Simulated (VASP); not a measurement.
BN: single point with PBE+D3(BJ)

Crystal: BN.

```
CELL_PARAMETERS angstrom
2.49824 0.00000 0.00000
-1.24912 2.16354 0.00000
0.00000 0.00000 6.63570
ATOMIC_POSITIONS crystal
B 0.33333 0.66667 0.25000
B 0.66667 0.33333 0.75000
N 0.33333 0.66667 0.75000
N 0.66667 0.33333 0.25000
```

| Quantity | Value |
| --- | --- |
| Program | VASP 6.6.1 |
| Task | single point |
| Functional | PBE |
| Dispersion | D3(BJ) |
| Potentials or basis | VASP PAW PBE potentials, release 64 (B, N) |
| Cutoff | 520 eV |
| k mesh | 6 × 6 × 2 |
| Occupations | gaussian, width 0.02 eV |
| Spin | no spin polarisation |
| Further INCAR settings | ALGO = Normal; EDIFF = 1e-07; NBANDS = 16 |

```yaml
Pressure: 2.4 GPa
Band_gap_on_the_k_mesh: 4.29 eV, indirect (least direct gap 4.66 eV)
Dispersion_energy_per_atom: -0.142 eV
```

Stress tensor (GPa, compression positive):
```
 3.72  0.00  0.00
 0.00  3.72  0.00
 0.00  0.00 -0.20
```

Levels at points of the mesh, in eV from the valence-band top:
| k point | band 5 | band 6 | band 7 | band 8 | band 9 | band 10 | band 11 | band 12 |
| --- | --- | --- | --- | --- | --- | --- | --- | --- |
| (0.00, 0.00, 0.00) | -1.32 | -1.32 | -1.28 | -1.28 | 5.27 | 10.35 | 11.61 | 11.61 |
| (0.50, 0.00, 0.00) | -4.15 | -4.09 | -1.45 | -0.43 | 4.29 | 5.66 | 9.60 | 10.03 |
| (0.00, 0.00, 0.50) | -1.30 | -1.30 | -1.30 | -1.30 | 7.65 | 7.65 | 11.67 | 11.67 |
| (0.50, 0.00, 0.50) | -4.12 | -4.12 | -0.92 | -0.92 | 4.75 | 4.75 | 9.99 | 9.99 |

It took 6.1 s on 1 thread of Intel(R) Xeon(R) Platinum 8488C (Sapphire Rapids) (shared host), peak memory 0.15 GiB.

Caveat: the k mesh is coarse (spacing up to 0.48 Å⁻¹), so the values aren't converged. A k mesh can miss the band edges.
